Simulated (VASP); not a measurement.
# SrTiO3 (Pm-3m) in VASP: settings compared

One crystal, SrTiO3, is run at these levels: PBE+D3(BJ), rev-vdW-DF2, RPBE; tasks: relaxation of cell and atoms.

Program: VASP 6.6.1. These are calculated values, not measurements. Logs are shortened: lines on timing, memory, paths and dates and some standing lists are left out, and cuts for length are marked.

### Step 1. Starting point

Symmetry: Pm-3m, No. 221, cubic system. Conventional cell: a = 3.913 Å, b = 3.913 Å, c = 3.913 Å, α = 90.00°, β = 90.00°, γ = 90.00°. Sr (site symmetry m-3m) has 12 O at 2.77 Å as nearest neighbours. Ti (site symmetry m-3m) is surrounded by 6 O at 1.96 Å. Around O (site symmetry 4/mmm) lie 2 Ti at 1.96 Å.

### Step 2. Relaxation of cell and atoms, PBE+D3(BJ)

Contents of INCAR:

```
SYSTEM = SrTiO3
PREC     = Accurate       ! precision mode
ENCUT    = 600            ! plane-wave cutoff, eV
EDIFF    = 1E-7           ! SCF threshold, eV
ISMEAR   = 0              ! smearing method
SIGMA    = 0.03           ! smearing width, eV
LREAL    = .False.        ! projectors in reciprocal space
LASPH    = .True.         ! aspherical terms in the spheres
NELM     = 80             ! most SCF steps
ALGO     = Normal         ! electronic algorithm
ISIF     = 3              ! what is computed and relaxed
LWAVE    = .False.        ! write WAVECAR
LCHARG   = .False.        ! write CHGCAR
GGA      = PE             ! functional
IVDW     = 12             ! dispersion correction
IBRION   = 2              ! ionic algorithm
NSW      = 90             ! ionic steps
EDIFFG   = -0.005         ! ionic threshold
```

Contents of KPOINTS:

```
Automatic mesh
0
Gamma
  8 8 8
  0 0 0
```

Contents of POSCAR:

```
SrTiO3                                  
1.0
    3.9133221018     -0.0000000000     -0.0000000000
   -0.0000000000      3.9133221018     -0.0000000000
    0.0000000000      0.0000000000      3.9133221018
  Sr              Ti              O             
     1     1     3
Direct
     0.5000000000000000    0.5000000000000000    0.5000000000000000
     0.0000000000000000    0.0000000000000000    0.0000000000000000
     0.5000000000000000    0.0000000000000000    0.0000000000000000
     0.0000000000000000    0.5000000000000000    0.0000000000000000
     0.0000000000000000    0.0000000000000000    0.5000000000000000
```

Potentials or basis: VASP PAW PBE potentials, release 64 (Sr_sv, Ti_sv, O).

Launch:

```console
$ cat potpaw_PBE.64/Sr_sv/POTCAR potpaw_PBE.64/Ti_sv/POTCAR potpaw_PBE.64/O/POTCAR > POTCAR
$ mpirun -np 1 vasp_std > vasp.out
```

OUTCAR:

```text
SYSTEM = SrTiO3
   PREC = Accurate
   ENCUT = 600
   EDIFF = 1E-7
   ISMEAR = 0
   LREAL = .False.
   LASPH = .True.
   NELM = 80
   ISIF = 3
   GGA = PE
   IVDW = 12
   IBRION = 2
   NSW = 90
   EDIFFG = -0.005
 IVDW          = 12

 ion  position               nearest neighbor table
   1  0.500  0.500  0.500-   3 2.77   4 2.77   5 2.77   3 2.77   4 2.77   3 2.77   5 2.77   3 2.77
                             4 2.77   5 2.77   4 2.77   5 2.77   2 3.39   2 3.39   2 3.39   2 3.39
   2  0.000  0.000  0.000-   3 1.96   4 1.96   5 1.96   5 1.96   4 1.96   3 1.96   1 3.39   1 3.39
                             1 3.39   1 3.39   1 3.39   1 3.39   1 3.39   1 3.39
   3  0.500  0.000  0.000-   2 1.96   2 1.96   1 2.77   1 2.77   1 2.77   1 2.77
   4  0.000  0.500  0.000-   2 1.96   2 1.96   1 2.77   1 2.77   1 2.77   1 2.77
   5  0.000  0.000  0.500-   2 1.96   2 1.96   1 2.77   1 2.77   1 2.77   1 2.77

  LATTYP: Found a simple cubic cell.
 ALAT       =     3.9133221018

  Lattice vectors:

 A1 = (   3.9133221018,   0.0000000000,   0.0000000000)
 A2 = (   0.0000000000,   3.9133221018,   0.0000000000)
 A3 = (   0.0000000000,   0.0000000000,   3.9133221018)

Analysis of symmetry for initial positions (statically):
=====================================================================
 Subroutine PRICEL returns:
 Original cell was already a primitive cell.

 Routine SETGRP: Setting up the symmetry group for a
 simple cubic supercell.

 Subroutine GETGRP returns: Found 48 space group operations
 (whereof 48 operations were pure point group operations)
 out of a pool of 48 trial point group operations.

The static configuration has the point symmetry O_h .

Analysis of symmetry for dynamics (positions and initial velocities):
=====================================================================
 Subroutine PRICEL returns:
 Original cell was already a primitive cell.

 Routine SETGRP: Setting up the symmetry group for a
 simple cubic supercell.

 Subroutine GETGRP returns: Found 48 space group operations
 (whereof 48 operations were pure point group operations)
 out of a pool of 48 trial point group operations.

The dynamic configuration has the point symmetry O_h .

 Subroutine INISYM returns: Found 48 space group operations
 (whereof 48 operations are pure point group operations),
 and found     1 'primitive' translations

----------------------------------------------------------------------------------------

                                     Primitive cell

  volume of cell :      59.9290

  direct lattice vectors                    reciprocal lattice vectors
     3.913322102  0.000000000  0.000000000     0.255537360  0.000000000  0.000000000
     0.000000000  3.913322102  0.000000000     0.000000000  0.255537360  0.000000000
     0.000000000  0.000000000  3.913322102     0.000000000  0.000000000  0.255537360

  length of vectors
     3.913322102  3.913322102  3.913322102     0.255537360  0.255537360  0.255537360

  position of ions in fractional coordinates (direct lattice)
     0.500000000  0.500000000  0.500000000
     0.000000000  0.000000000  0.000000000
     0.500000000  0.000000000  0.000000000
     0.000000000  0.500000000  0.000000000
     0.000000000  0.000000000  0.500000000

  ion indices of the primitive-cell ions
   primitive index   ion index
                 1           1
                 2           2
                 3           3
                 4           4
                 5           5

----------------------------------------------------------------------------------------

 KPOINTS: Automatic mesh

Automatic generation of k-mesh.
 Grid dimensions read from file:
 generate k-points for:    8    8    8

 Generating k-lattice:

  Cartesian coordinates                     Fractional coordinates (reciprocal lattice)
     0.031942170  0.000000000  0.000000000     0.125000000  0.000000000  0.000000000
     0.000000000  0.031942170  0.000000000     0.000000000  0.125000000  0.000000000
     0.000000000  0.000000000  0.031942170     0.000000000  0.000000000  0.125000000

  Length of vectors
     0.031942170  0.031942170  0.031942170

  Shift w.r.t. Gamma in fractional coordinates (k-lattice)
     0.000000000  0.000000000  0.000000000

 Subroutine IBZKPT returns following result:
 ===========================================

 Found     35 irreducible k-points:

 Following reciprocal coordinates:
            Coordinates               Weight
  0.000000  0.000000  0.000000      1.000000
  0.125000  0.000000  0.000000      6.000000
  0.250000  0.000000  0.000000      6.000000
  0.375000  0.000000  0.000000      6.000000
  0.500000  0.000000  0.000000      3.000000
  0.125000  0.125000  0.000000     12.000000
[... 16 lines left out ...]
  0.375000  0.375000  0.125000     24.000000
  0.500000  0.375000  0.125000     24.000000
 [... further k-points ...]
   k-points           NKPTS =     35   k-points in BZ     NKDIM =     35   number of bands    NBANDS=     24
   number of dos      NEDOS =    301   number of ions     NIONS =      5
   total plane-waves  NPLWV =  32768
   dimension x,y,z NGX =    32 NGY =   32 NGZ =   32
   dimension x,y,z NGXF=    64 NGYF=   64 NGZF=   64
   ions per type =               1   1   3
   NGX,Y,Z   is equivalent  to a cutoff of  13.59, 13.59, 13.59 a.u.
   NGXF,Y,Z  is equivalent  to a cutoff of  27.19, 27.19, 27.19 a.u.
 SYSTEM =  SrTiO3
   PREC   = accura    normal or accurate (medium, high low for compatibility)
   ISTART =      0    job   : 0-new  1-cont  2-samecut
   ICHARG =      2    charge: 1-file 2-atom 10-const
   ISPIN  =      1    spin polarized calculation?
   LNONCOLLINEAR =      F non collinear calculations
   LSORBIT =      F    spin-orbit coupling
   LASPH  =      T    aspherical Exc in radial PAW
   ENCUT  =  600.0 eV  44.10 Ry    6.64 a.u.   7.82  7.82  7.82*2*pi/ulx,y,z
   NELM   =     80;   NELMIN=  2; NELMDL= -5     # of ELM steps
   EDIFF  = 0.1E-06   stopping-criterion for ELM
   LREAL  =      F    real-space projection
   EDIFFG = -.5E-02   stopping-criterion for IOM
   NSW    =     90    number of steps for IOM
   IBRION =      2    ionic relax: 0-MD 1-quasi-New 2-CG
   NFREE  =      1    steps in history (QN), initial steepest desc. (CG)
   ISIF   =      3    stress and relaxation
   ISYM   =      2    0-nonsym 1-usesym 2-fastsym
   POTIM  = 0.5000    time-step for ionic-motion
   TEBEG  =    0.0;   TEEND  =   0.0 temperature during run
   PSTRESS=    0.0 pullay stress
   NELECT =      40.0000    total number of electrons
   NUPDOWN=      -1.0000    fix difference up-down
   EMIN   =  10.00;   EMAX   =-10.00  energy-range for DOS
   EFERMI =   0.00;   METHOD = LEGACY
   ISMEAR =     0;   SIGMA  =   0.03  broadening in eV -4-tet -1-fermi 0-gaus
   EFERMI_NEDOS =   21; number of points for ismear=-14 and -15
   IALGO  =     38    algorithm
   IMIX   =      4    mixing-type and parameters
     AMIX     =   0.40;   BMIX     =  1.00
     AMIX_MAG =   1.60;   BMIX_MAG =  1.00
  volume/ion in A,a.u.               =      11.99        80.88
  Fermi-wavevector in a.u.,A,eV,Ry     =   1.430702  2.703635 27.849883  2.046909
  Thomas-Fermi vector in A             =   2.550519
   LORBIT       =      0    0 simple, 1 ext, 2 COOP (PROOUT), +10 PAW based schemes
   GGA     = PE    functional components
   LHFCALC =     F    Hartree Fock is set to
   AEXX    =    0.0000 exact exchange contribution
   IVDW    =    12    specifies the selected vdW correction
   LEPSILON=     F    determine dielectric tensor
   LRPA    =     F    only Hartree local field effects (RPA)
 conjugate gradient relaxation of ions
 non-spin polarized calculation
 Gauss-broadening in eV      SIGMA  =   0.03
  energy-cutoff  :      600.00
  volume of cell :       59.93
 maximum number of plane-waves:      2021
 NGX is ok and might be reduce to    32
   NGX = 15   NGY = 15   NGZ = 15

 number of electron      39.9999977 magnetization

 Free energy of the ion-electron system (eV)
  ---------------------------------------------------
  ext. energy  EPLUGINS =         0.00000000
  ---------------------------------------------------
  free energy    TOTEN  =       -40.09423156 eV

  energy without entropy =      -40.09423156  energy(sigma->0) =      -40.09423156

 E-fermi :   4.4235     XC(G=0): -11.2369

 val. band max:        4.1112048249   @ k =   0.5000   0.5000   0.5000
 cond. band min:       5.9564029594   @ k =   0.0000   0.0000   0.0000
 fundamental gap:      1.8451981344
 Fermi energy:         4.4234649478

 k-point     1 :       0.0000    0.0000    0.0000
  band No.  band energies     occupation
      1     -52.3790      2.00000
      2     -28.6968      2.00000
      3     -28.6214      2.00000
      4     -28.6214      2.00000
      5     -28.6214      2.00000
      6     -13.2936      2.00000
[... 16 lines left out ...]
     23       5.9564      0.00000
     24       8.3722      0.00000

 k-point     2 :       0.1250    0.0000    0.0000
  band No.  band energies     occupation
      1     -52.3788      2.00000
      2     -28.7150      2.00000
      3     -28.6210      2.00000
      4     -28.6210      2.00000
      5     -28.6100      2.00000
      6     -13.2997      2.00000
[... 16 lines left out ...]
     23       6.3036      0.00000
     24       8.3754      0.00000

 k-point     3 :       0.2500    0.0000    0.0000
  band No.  band energies     occupation
      1     -52.3782      2.00000
      2     -28.7501      2.00000
      3     -28.6200      2.00000
      4     -28.6200      2.00000
      5     -28.5910      2.00000
      6     -13.3628      2.00000
[... 16 lines left out ...]
     23       7.0044      0.00000
     24       8.3808      0.00000
[... 514 lines left out ...]
 k-point    23 :       0.3750    0.3750    0.1250
  band No.  band energies     occupation
      1     -52.3762      2.00000
      2     -28.7204      2.00000
      3     -28.6780      2.00000
      4     -28.6285      2.00000
      5     -28.6143      2.00000
      6     -12.8901      2.00000
[... 16 lines left out ...]
     23       8.0790      0.00000
     24       9.7776      0.00000

 k-point    24 :       0.5000    0.3750    0.1250
  band No.  band energies     occupation
      1     -52.3760      2.00000
      2     -28.7141      2.00000
      3     -28.6777      2.00000
      4     -28.6295      2.00000
      5     -28.6265      2.00000
      6     -12.8021      2.00000
[... 16 lines left out ...]
     23       8.2248      0.00000
     24       9.8099      0.00000

 [... further k-points ...]

------------------------ aborting loop because EDIFF is reached ----------------------------------------

 Edisp (eV)   -1.31883

 E8    (eV) :    -0.5777

  FORCE on cell =-STRESS in cart. coord.  units (eV):
  Direction    XX          YY          ZZ          XY          YZ          ZX
  --------------------------------------------------------------------------------------
  -------------------------------------------------------------------------------------
  Total      -0.00734    -0.00734    -0.00734     0.00000     0.00000     0.00000
  in kB      -0.19633    -0.19633    -0.19633     0.00000     0.00000     0.00000
  external pressure =       -0.20 kB  Pullay stress =        0.00 kB

 VOLUME and BASIS-vectors are now :
 -----------------------------------------------------------------------------
  energy-cutoff  :      600.00
  volume of cell :       59.93
      direct lattice vectors                 reciprocal lattice vectors
     3.913322102  0.000000000  0.000000000     0.255537360  0.000000000  0.000000000
     0.000000000  3.913322102  0.000000000     0.000000000  0.255537360  0.000000000
     0.000000000  0.000000000  3.913322102     0.000000000  0.000000000  0.255537360

 POSITION                                       TOTAL-FORCE (eV/Angst)
 -----------------------------------------------------------------------------------
      1.95666      1.95666      1.95666         0.000000      0.000000      0.000000
      0.00000      0.00000      0.00000         0.000000      0.000000      0.000000
      1.95666      0.00000      0.00000         0.000000      0.000000      0.000000
      0.00000      1.95666      0.00000         0.000000      0.000000      0.000000
      0.00000      0.00000      1.95666         0.000000      0.000000      0.000000
 -----------------------------------------------------------------------------------
    total drift:                                0.000000      0.000000     -0.000000

  FREE ENERGIE OF THE ION-ELECTRON SYSTEM (eV)
  ---------------------------------------------------
  free  energy   TOTEN  =       -41.4130609952 eV

  energy  without entropy=      -41.4130609952  energy(sigma->0) =      -41.41306100

 reached required accuracy - stopping structural energy minimisation
```

Wall time 35 s (1 thread of Intel Xeon Platinum 8488C (Sapphire Rapids), shared host); peak memory 0.23 GiB.

What came out:

```yaml
Free_energy: -41.4131 eV
Pressure_after_relaxing: 0.0 GPa
Band_gap_on_the_k_mesh: 1.85 eV, indirect (least direct gap 2.20 eV)
Dispersion_energy_per_atom: -0.264 eV
```

Final structure:
```xyz
5
Lattice="3.9133 0.0000 0.0000 0.0000 3.9133 0.0000 0.0000 0.0000 3.9133" Properties=species:S:1:pos:R:3 pbc="T T T"
Sr    1.9567    1.9567    1.9567
Ti    0.0000    0.0000    0.0000
O     1.9567    0.0000    0.0000
O     0.0000    1.9567    0.0000
O     0.0000    0.0000    1.9567
```

Levels at points of the mesh, in eV from the valence-band top:
| k point | band 18 | band 19 | band 20 | band 21 | band 22 | band 23 |
| --- | --- | --- | --- | --- | --- | --- |
| (0.00, 0.00, 0.00) | -0.36 | -0.36 | -0.36 | 1.85 | 1.85 | 1.85 |
| (0.50, 0.00, 0.00) | -1.97 | -0.73 | -0.73 | 2.01 | 3.75 | 3.75 |
| (0.50, 0.50, 0.00) | -1.56 | -1.56 | -0.09 | 3.75 | 3.75 | 4.21 |
| (0.50, 0.50, 0.50) | 0.00 | 0.00 | 0.00 | 4.42 | 4.42 | 4.42 |

Caveat: the relaxation stopped at its first step, so nothing moved. PBE gaps usually lie below the measured ones, often by a third to a half.

(Part 1 of 2 ends here.)
